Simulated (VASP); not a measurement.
## VASP 6.6.1 run: BaTiO3

INCAR

```
LREAL = .FALSE.
NBANDS = 28
ISIF = 2
SIGMA = 0.02
NELM = 65
LASPH = .TRUE.
ISMEAR = -1
IBRION = -1
NSW = 0
PREC = Accurate
EDIFF = 1E-7
ENCUT = 520
METAGGA = TPSS
LWAVE = .FALSE.
LCHARG = .FALSE.
```

KPOINTS

```
KPOINTS created by Atomic Simulation Environment
0
Monkhorst-Pack
6 6 6
0 0 0
```

POSCAR

```
Ba Ti O
 1.0000000000000000
     4.1538603812000003    0.0000000000000000    0.0000000000000000
     0.0000000000000000    4.1538603812000003    0.0000000000000000
     0.0000000000000000    0.0000000000000000    4.1538603812000003
 Ba  Ti  O
   1   1   3
Cartesian
  0.0000000000000000  0.0000000000000000  0.0000000000000000
  2.0769301906000002  2.0769301906000002  2.0769301906000002
  2.0769301906000002  2.0769301906000002  0.0000000000000000
  2.0769301906000002  0.0000000000000000  2.0769301906000002
  0.0000000000000000  2.0769301906000002  2.0769301906000002
```

The recommended PBE PAW datasets give the neutral cell 40 valence electrons.

Command

```
mpirun -np 1 vasp_std
```

OSZICAR

```
N       E                     dE             d eps       ncg     rms          rms(c)
DAV:   1     0.458308680423E+03    0.45831E+03   -0.21913E+04   824   0.175E+03
DAV:   2     0.447345169860E+02   -0.41357E+03   -0.39552E+03   636   0.502E+02
DAV:   3    -0.351588661024E+02   -0.79893E+02   -0.74433E+02  1056   0.234E+02
DAV:   4    -0.418045463345E+02   -0.66457E+01   -0.65857E+01   888   0.525E+01
DAV:   5    -0.423727454396E+02   -0.56820E+00   -0.56583E+00   928   0.139E+01    0.191E+01
DAV:   6    -0.687747694450E+02   -0.26402E+02   -0.24700E+02   620   0.137E+02    0.192E+01
DAV:   7    -0.640206141553E+02    0.47542E+01   -0.94040E+00   812   0.263E+01    0.130E+01
DAV:   8    -0.613888322331E+02    0.26318E+01   -0.17659E+01   752   0.240E+01    0.475E+00
DAV:   9    -0.614767779760E+02   -0.87946E-01   -0.27877E+00   704   0.140E+01    0.282E+00
DAV:  10    -0.616540451161E+02   -0.17727E+00   -0.15332E+00   804   0.770E+00    0.430E+00
...
DAV:  20    -0.614570670642E+02    0.15889E-02   -0.60341E-04   768   0.190E-01    0.400E-01
DAV:  21    -0.614566399147E+02    0.42715E-03   -0.14025E-03   852   0.194E-01    0.228E-01
DAV:  22    -0.614568293583E+02   -0.18944E-03   -0.13858E-03   836   0.156E-01    0.874E-02
DAV:  23    -0.614570595776E+02   -0.23022E-03   -0.74252E-04   768   0.972E-02    0.332E-02
DAV:  24    -0.614571188303E+02   -0.59253E-04   -0.11924E-04   828   0.371E-02    0.247E-02
DAV:  25    -0.614571121748E+02    0.66555E-05   -0.88344E-06   624   0.272E-02    0.373E-03
DAV:  26    -0.614571113430E+02    0.83183E-06   -0.29507E-06   860   0.120E-02    0.102E-02
DAV:  27    -0.614571108837E+02    0.45930E-06   -0.63718E-07   696   0.467E-03    0.103E-02
DAV:  28    -0.614571109173E+02   -0.33649E-07   -0.49386E-07   732   0.434E-03
   1 F= -.61457111E+02 E0= -.61457111E+02  d E =-.302523E-12
```

From OUTCAR

```
k-points           NKPTS =     10   k-points in BZ     NKDIM =     10   number of bands    NBANDS=     28

   NELECT =      40.0000    total number of electrons

   dimension x,y,z NGX =    32 NGY =   32 NGZ =   32
   dimension x,y,z NGXF=    64 NGYF=   64 NGZF=   64

  energy-cutoff  :      520.00
  volume of cell :       71.67
      direct lattice vectors                 reciprocal lattice vectors
     4.153860381  0.000000000  0.000000000     0.240739916  0.000000000  0.000000000
     0.000000000  4.153860381  0.000000000     0.000000000  0.240739916  0.000000000
     0.000000000  0.000000000  4.153860381     0.000000000  0.000000000  0.240739916

 k-points in reciprocal lattice and weights: KPOINTS created by Atomic Simulation Env
   0.08333333  0.08333333  0.08333333       0.037
   0.25000000  0.08333333  0.08333333       0.111
   0.41666667  0.08333333  0.08333333       0.111
   0.25000000  0.25000000  0.08333333       0.111
   0.41666667  0.25000000  0.08333333       0.222
   0.41666667  0.41666667  0.08333333       0.111
   0.25000000  0.25000000  0.25000000       0.037
   0.41666667  0.25000000  0.25000000       0.111
   ...

 E-fermi :   3.3169

 k-point     1 :       0.0833    0.0833    0.0833
  band No.  band energies     occupation
      1     -55.1657      2.00000
      2     -30.8552      2.00000
      3     -30.8551      2.00000
      4     -30.8551      2.00000
      5     -22.3516      2.00000
      6     -14.2591      2.00000
      7     -13.6239      2.00000
      8     -13.6239      2.00000
      9      -7.4123      2.00000
     10      -7.4123      2.00000
     11      -7.3344      2.00000
     12       0.2766      2.00000
     13       0.4389      2.00000
     14       0.4389      2.00000
     15       1.6164      2.00000
     16       1.6164      2.00000
     17       1.9769      2.00000
     18       2.1931      2.00000
     19       2.4753      2.00000
     20       2.4753      2.00000
     21       4.6798      0.00000
     22       4.7237      0.00000
     23       4.7237      0.00000
     24       6.4194      0.00000
     25       6.4194      0.00000
     26       8.1992      0.00000
     27       8.1992      0.00000
     28       9.5968      0.00000

 k-point     2 :       0.2500    0.0833    0.0833
  band No.  band energies     occupation
      1     -55.1655      2.00000
      2     -30.8685      2.00000
      3     -30.8548      2.00000
      4     -30.8547      2.00000
      5     -22.3227      2.00000
      6     -14.2484      2.00000
      7     -13.6111      2.00000
      8     -13.5979      2.00000
      9      -7.3896      2.00000
     10      -7.3801      2.00000
     11      -7.2421      2.00000
     12      -0.2522      2.00000
     13       0.2960      2.00000
     14       0.3719      2.00000
     15       1.1437      2.00000
     16       1.1469      2.00000
     17       1.6779      2.00000
     18       1.8673      2.00000
     19       2.2173      2.00000
     20       2.2556      2.00000
     21       4.7503      0.00000
     22       5.3111      0.00000
     23       5.3124      0.00000
     24       6.4188      0.00000
     25       7.3227      0.00000
     26       8.8869      0.00000
     27       9.0334      0.00000
     28      10.5097      0.00000

 ...

  Total       -6.2515421     -6.2515421     -6.2515421      0.0000000     -0.0000000      0.0000000
  in kB     -139.7468593   -139.7468593   -139.7468593      0.0000000     -0.0000000      0.0000000
  external PRESSURE =    -139.7468593 kB  Pullay stress =       0.0000000 kB

 POSITION                                       TOTAL-FORCE (eV/Angst)
 -----------------------------------------------------------------------------------
      0.00000      0.00000      0.00000         0.000000      0.000000      0.000000
      2.07693      2.07693      2.07693         0.000000      0.000000      0.000000
      2.07693      2.07693      0.00000         0.000000      0.000000      0.000000
      2.07693      0.00000      2.07693         0.000000      0.000000      0.000000
      0.00000      2.07693      2.07693         0.000000      0.000000      0.000000
 -----------------------------------------------------------------------------------
    total drift:                                0.000000     -0.000000     -0.000000

  FREE ENERGIE OF THE ION-ELECTRON SYSTEM (eV)
  ---------------------------------------------------
  free  energy   TOTEN  =       -61.4571109173 eV

  energy  without entropy=      -61.4571109173  energy(sigma->0) =      -61.45711092
```

It converged. Results: gap between bands v and c on the k mesh 1.88 eV; least direct gap on the k mesh 2.20 eV; pressure -14.0 GPa. Band v is the last that the valence electrons fill when counted band by band, and c is the next.

The shifted mesh misses Γ, so a band edge there is missed.

For comparison, a separate PBE run of the intended cell, on usual settings and not on those above, gives a gap of 1.52 eV on its mesh and a pressure of -11.7 GPa.

The run above took about 92 s on one core of a shared host (Intel Xeon Platinum 8488C) and held 0.19 GiB at most.
